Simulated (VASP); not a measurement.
# BN in VASP 6.6.1, single-point calculation

INCAR

```
IBRION = -1
LREAL = .FALSE.
ISMEAR = -1
NELM = 120
LASPH = .TRUE.
LCHARG = .FALSE.
NELMIN = 4
SIGMA = 0.02
LWAVE = .FALSE.
GGA = PE
ENCUT = 520
PREC = Accurate
NBANDS = 11
ISIF = 2
EDIFF = 1E-7
NSW = 0
```

KPOINTS

```
KPOINTS created by Atomic Simulation Environment
0
Gamma
12 12 12
0 0 0
```

POSCAR

```
B  N
 1.0000000000000000
     0.0349165187000000    1.7807424537000001    1.7807424537000001
     1.7807424537000001    0.0349165187000000    1.7807424537000001
     1.7807424537000001    1.7807424537000001    0.0349165187000000
 B   N
   1   1
Cartesian
  0.0000000000000000  0.0000000000000000  0.0000000000000000
  1.7982007130500000  1.7982007130500000  1.7982007130500000
```

The recommended PBE PAW datasets give the neutral cell 8 valence electrons.

Command

```
mpirun -np 1 vasp_std
```

Q: How does this run end, and what does it give?

A: It converged. Results: gap between bands v and c on the k mesh 0.80 eV; least direct gap on the k mesh 5.36 eV; pressure -7.0 GPa. Band v is the last that the valence electrons fill when counted band by band, and c is the next.

OSZICAR

```
N       E                     dE             d eps       ncg     rms          rms(c)
DAV:   1     0.113265143538E+02    0.11327E+02   -0.50170E+03  4297   0.729E+02
DAV:   2    -0.142063582043E+02   -0.25533E+02   -0.24058E+02  4872   0.155E+02
DAV:   3    -0.147341054680E+02   -0.52775E+00   -0.52653E+00  4938   0.186E+01
DAV:   4    -0.147346296951E+02   -0.52423E-03   -0.52421E-03  4578   0.637E-01
DAV:   5    -0.147346299521E+02   -0.25709E-06   -0.25686E-06  4881   0.147E-02    0.622E+00
DAV:   6    -0.139042820093E+02    0.83035E+00   -0.43656E+00  4551   0.107E+01    0.230E+00
DAV:   7    -0.139129269588E+02   -0.86449E-02   -0.72501E-02  4590   0.237E+00    0.154E+00
DAV:   8    -0.139175346737E+02   -0.46077E-02   -0.69081E-03  4389   0.628E-01    0.311E-01
DAV:   9    -0.139173027875E+02    0.23189E-03   -0.10935E-03  4586   0.174E-01    0.862E-02
DAV:  10    -0.139173124769E+02   -0.96894E-05   -0.44878E-05  4629   0.496E-02    0.658E-03
DAV:  11    -0.139173125959E+02   -0.11902E-06   -0.11902E-06  4737   0.718E-03    0.347E-03
DAV:  12    -0.139173126448E+02   -0.48919E-07   -0.58465E-08  3191   0.216E-03
   1 F= -.13917313E+02 E0= -.13917313E+02  d E =-.132045E-10
```

Standard output (part)

```
POSCAR found type information on POSCAR B N
 POSCAR found :  2 types and       2 ions
 LDA part: xc-table for (Slater+PW92), standard interpolation
 POSCAR, INCAR and KPOINTS ok, starting setup
 WAVECAR not read
 entering main loop
```

For comparison, a separate PBE run of the intended cell, on usual settings and not on those above, gives a gap of 0.80 eV on its mesh and a pressure of -7.0 GPa.
